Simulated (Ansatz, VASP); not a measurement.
## Two plane-wave programs on HfO2

Contents of INCAR:

```
PREC = Accurate
ENCUT = 520
EDIFF = 1E-6
ISMEAR = 0
SIGMA = 0.02
LREAL = False
LASPH = True
NELM = 150
ALGO = Normal
ISIF = 2
LWAVE = False
LCHARG = True
MAGMOM = 0 0 0 0 0 0 0 0 0
LORBIT = 11
LSORBIT = True
GGA_COMPAT = False
LORBMOM = True
LMAXMIX = 4
GGA = PE
LVHAR = True
NBANDS = 35
```

The input KPOINTS:

```
Automatic mesh
0
Gamma
  8 8 8
```

The input POSCAR:

```
HfO2
1.0
    0.0000000000      2.5488057644      2.5488057644
    2.5488057644      0.0000000000      2.5488057644
    2.5488057644      2.5488057644      0.0000000000
Hf O
1 2
Direct
    0.0000000000      0.0000000000      0.0000000000
    0.2500000000      0.2500000000      0.2500000000
    0.7500000000      0.7500000000      0.7500000000
```

Input for Ansatz:

```yaml
crystal:
  lattice:
    - [0.0, 2.5488057644, 2.5488057644]
    - [2.5488057644, 0.0, 2.5488057644]
    - [2.5488057644, 2.5488057644, 0.0]
  atoms:
    - { symbol: Hf, position: [0.0, 0.0, 0.0] }
    - { symbol: O, position: [0.25, 0.25, 0.25] }
    - { symbol: O, position: [0.75, 0.75, 0.75] }
basis:
  ecutwfc: 420
kpoints:
  mp_grid: { grid: [8, 8, 8] }
hamiltonian:
  xc: pbe
scf:
  occupations: { method: gaussian, width: 0.02 }
output:
  forces: true
  stress: true
  eigenvalues: true
magnetization:
  noncollinear: true
  spin_orbit: true
```

Alike in both runs: task single point; functional PBE; k mesh 8 × 8 × 8; occupations gaussian, width 0.02 eV; non-collinear spin, spin-orbit coupling.

```csv
,VASP,Ansatz
version,VASP 6.6.1,Ansatz 0.2.0
potentials or method,"VASP PAW PBE potentials, release 64 (Hf_pv, O)","plane waves, PAW"
plane-wave cutoff (eV),520,420
valence electrons in the cell,22,38
```

|  | VASP | Ansatz | Ansatz less VASP |
| --- | --- | --- | --- |
| gap on the k mesh at the Fermi level (eV) | 3.74 | 3.75 | +0.010 |
| least direct gap on the mesh (eV) | 3.74 | 3.75 | +0.010 |
| pressure (GPa) | -3.5 | -0.2 | +3.27 |
| net moment per atom (μB) | 0.00 | 0.00 | 0.000 |

The functional is the same, so the differences come from potentials, cutoffs and numerics. The two sets of potentials don't hold the same shells in valence.
